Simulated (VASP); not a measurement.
# InP (F-43m) in VASP: settings compared, part 2 of 2

VASP 6.6.1.

**5. Relaxation of cell and atoms, PBEsol**

INCAR reads:

```
SYSTEM = InP
PREC = Accurate ; ENCUT = 600
EDIFF = 1E-6 ; ISMEAR = 0
SIGMA = 0.03 ; LREAL = .FALSE.
LASPH = .TRUE. ; NELM = 80
ALGO = Normal ; ISIF = 3
LWAVE = .FALSE. ; LCHARG = .FALSE.
GGA = PS ; IBRION = 2
NSW = 90 ; EDIFFG = -0.01
```

KPOINTS reads:

```
regular mesh
0
G
  8 8 8
  0 0 0
```

POSCAR reads:

```
InP
1.0
    0.0000000000      2.9305000000      2.9305000000
    2.9305000000      0.0000000000      2.9305000000
    2.9305000000      2.9305000000      0.0000000000
In P
1 1
Direct
    0.0000000000      0.0000000000      0.0000000000
    0.2500000000      0.2500000000      0.2500000000
```

Potentials or basis: VASP PAW PBE potentials, release 64 (In_d, P).

On the command line:

```bash
cat potpaw_PBE.64/In_d/POTCAR potpaw_PBE.64/P/POTCAR > POTCAR
mpirun -np 1 vasp_std > vasp.out
```

OUTCAR:

```text
SYSTEM = InP
   PREC = Accurate
   ENCUT = 600
   EDIFF = 1E-6
   ISMEAR = 0
   LREAL = .FALSE.
   LASPH = .TRUE.
   NELM = 80
   ISIF = 3
   GGA = PS
   IBRION = 2
   NSW = 90
   EDIFFG = -0.01

 ion  position               nearest neighbor table
   1  0.000  0.000  0.000-   2 2.54   2 2.54   2 2.54   2 2.54
   2  0.250  0.250  0.250-   1 2.54   1 2.54   1 2.54   1 2.54

  LATTYP: Found a face centered cubic cell.
 ALAT       =     5.8610000000

  Lattice vectors:

 A1 = (   0.0000000000,   2.9305000000,   2.9305000000)
 A2 = (   2.9305000000,   0.0000000000,   2.9305000000)
 A3 = (   2.9305000000,   2.9305000000,   0.0000000000)

Analysis of symmetry for initial positions (statically):
=====================================================================
 Subroutine PRICEL returns:
 Original cell was already a primitive cell.

 Routine SETGRP: Setting up the symmetry group for a
 face centered cubic supercell.

 Subroutine GETGRP returns: Found 24 space group operations
 (whereof 24 operations were pure point group operations)
 out of a pool of 48 trial point group operations.

The static configuration has the point symmetry T_d .

Analysis of symmetry for dynamics (positions and initial velocities):
=====================================================================
 Subroutine PRICEL returns:
 Original cell was already a primitive cell.

 Routine SETGRP: Setting up the symmetry group for a
 face centered cubic supercell.

 Subroutine GETGRP returns: Found 24 space group operations
 (whereof 24 operations were pure point group operations)
 out of a pool of 48 trial point group operations.

The dynamic configuration has the point symmetry T_d .

 Subroutine INISYM returns: Found 24 space group operations
 (whereof 24 operations are pure point group operations),
 and found     1 'primitive' translations

----------------------------------------------------------------------------------------

                                     Primitive cell
[... 137 lines left out ...]
  ext. energy  EPLUGINS =         0.00000000
  ---------------------------------------------------
  free energy    TOTEN  =        -9.15420227 eV

  energy without entropy =       -9.15420227  energy(sigma->0) =       -9.15420227

------------------------ aborting loop because EDIFF is reached ----------------------------------------

  FORCE on cell =-STRESS in cart. coord.  units (eV):
  Direction    XX          YY          ZZ          XY          YZ          ZX
  --------------------------------------------------------------------------------------
  -------------------------------------------------------------------------------------
  Total        0.1927368      0.1927368      0.1927368      0.0000000     -0.0000000      0.0000000
  in kB        6.1350784      6.1350784      6.1350784      0.0000000     -0.0000000      0.0000000
  external PRESSURE =       6.1350784 kB  Pullay stress =       0.0000000 kB
[... 59 lines left out ...]
--------------------------------------- Ionic step        3  -------------------------------------------

 number of electron      17.9999998 magnetization

 Free energy of the ion-electron system (eV)
  ---------------------------------------------------
  ext. energy  EPLUGINS =         0.00000000
  ---------------------------------------------------
  free energy    TOTEN  =        -9.15507187 eV

  energy without entropy =       -9.15507187  energy(sigma->0) =       -9.15507187

 E-fermi :   5.1924     XC(G=0):  -9.4390

 val. band max:        4.9938460176   @ k =   0.0000   0.0000   0.0000
 cond. band min:       5.5600274134   @ k =   0.0000   0.0000   0.0000
 fundamental gap:      0.5661813958
 Fermi energy:         5.1923669018

 k-point     1 :       0.0000    0.0000    0.0000
  band No.  band energies     occupation
      1      -9.1376      2.00000
      2      -9.1376      2.00000
      3      -9.1376      2.00000
      4      -8.9876      2.00000
      5      -8.9876      2.00000
      6      -6.4923      2.00000
      7       4.9938      2.00000
      8       4.9938      2.00000
      9       4.9938      2.00000
     10       5.5600      0.00000
     11       9.0098      0.00000
     12       9.0098      0.00000
     13       9.0098      0.00000
[... 354 lines left out ...]
  band No.  band energies     occupation
      1      -9.2687      2.00000
      2      -9.0900      2.00000
      3      -9.0701      2.00000
      4      -8.9931      2.00000
      5      -8.9748      2.00000
      6      -4.4547      2.00000
      7      -0.5732      2.00000
      8       2.2830      2.00000
      9       3.3562      2.00000
     10       8.0707      0.00000
     11       9.0722      0.00000
     12      10.7919      0.00000
     13      12.1029      0.00000

 [... further k-points ...]

------------------------ aborting loop because EDIFF is reached ----------------------------------------

  FORCE on cell =-STRESS in cart. coord.  units (eV):
  Direction    XX          YY          ZZ          XY          YZ          ZX
  --------------------------------------------------------------------------------------
  -------------------------------------------------------------------------------------
  Total       -0.0027195     -0.0027195     -0.0027195      0.0000000      0.0000000      0.0000000
  in kB       -0.0857861     -0.0857861     -0.0857861      0.0000000      0.0000000      0.0000000
  external PRESSURE =      -0.0857861 kB  Pullay stress =       0.0000000 kB
[... 17 lines left out ...]
  FREE ENERGIE OF THE ION-ELECTRON SYSTEM (eV)
  ---------------------------------------------------
  free  energy   TOTEN  =        -9.1550718675 eV

  energy  without entropy=       -9.1550718675  energy(sigma->0) =       -9.15507187

 reached required accuracy - stopping structural energy minimisation
```

Run time: 34 s. Hardware: 1 thread of AMD EPYC 9R45 (Zen 5), shared host; peak memory 0.19 GiB.

Results:

* Free energy: -9.1551 eV
* Relaxed volume: 25.39 Å³/atom
* Relaxed cell: a = 4.157 Å, b = 4.157 Å, c = 4.157 Å, α = 60.00°, β = 60.00°, γ = 60.00°
* Space group after relaxing (to 0.05 Å): F-43m (No. 216)
* Energy gained by relaxing: 0.4 meV/atom
* Ionic steps: 3
* Pressure after relaxing: 0.0 GPa
* Band gap on the k mesh: 0.57 eV, direct

Step by step:
| step | energy change (eV) | largest force (eV/Å) | pressure (GPa) | volume (Å³) |
| --- | --- | --- | --- | --- |
| 1 | 0.0000 | 0.0000 | 0.61 | 50.33 |
| 2 | -0.0006 | 0.0000 | -0.30 | 51.04 |
| 3 | -0.0009 | 0.0000 | -0.01 | 50.79 |

Final structure:
```
CELL_PARAMETERS angstrom
0.00000 2.93933 2.93933
2.93933 0.00000 2.93933
2.93933 2.93933 0.00000
ATOMIC_POSITIONS crystal
In 0.00000 0.00000 0.00000
P 0.25000 0.25000 0.25000
```

Caveat: the PAW data sets were made with another functional, which shifts forces and pressure a little; spin-orbit coupling is left out, which moves the levels of the heavy elements. Zero-point motion and thermal expansion aren't in these numbers.
